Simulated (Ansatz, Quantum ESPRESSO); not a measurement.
## TiSi2: programs and potentials compared

```
Ti Si
1.0
    -1.47287    1.71213    4.21208
     1.47287   -1.71213    4.21208
     1.47287    1.71213   -4.21208
Ti Si
1 2
Direct
  0.00000 0.00000 0.00000
  0.67008 0.67008 0.00000
  0.32992 0.32992 0.00000
```

The cell comes from a database or a generator and needn't be the stable form of this composition.

Alike in all runs: task band structure; functional LDA; k mesh 12 × 12 × 12; occupations fermi-dirac, width 0.05 eV; no spin polarisation; no spin-orbit coupling. LDA stands for any of its common fits. Pressure is positive in compression and, in plane waves, holds the error of the finite cutoff, which Ansatz's Pulay term estimates and takes out.

```csv
program and potentials,plane-wave cutoff (eV),notes,pressure (GPa),largest force (eV/Å)
"Ansatz, Ansatz PAW",420,"potentials made for PBE, which Ansatz adapts in part; Pulay term of +0.06 GPa included",-6.59,0.115
"Quantum ESPRESSO, GBRV 1.5 LDA",612,-,-6.54,0.113
"Ansatz, all-electron LAPW, scalar-relativistic",-,-,-6.57,0.115
```

Force on atom 2 (Si), eV/Å:

```tsv
program and potentials	x	y	z
Ansatz, Ansatz PAW	0.000	0.000	-0.115
Quantum ESPRESSO, GBRV 1.5 LDA	0.000	0.000	-0.113
Ansatz, all-electron LAPW, scalar-relativistic	0.000	0.000	-0.115
```

The pressure spans -6.59 (Ansatz, Ansatz PAW) to -6.54 GPa (Quantum ESPRESSO, GBRV 1.5 LDA), with all-electron results at -6.57.

Differences between rows come from potentials, basis sets and numerical settings, since the functional is the same but for its coding. Runs on potential files found faulty are left out.
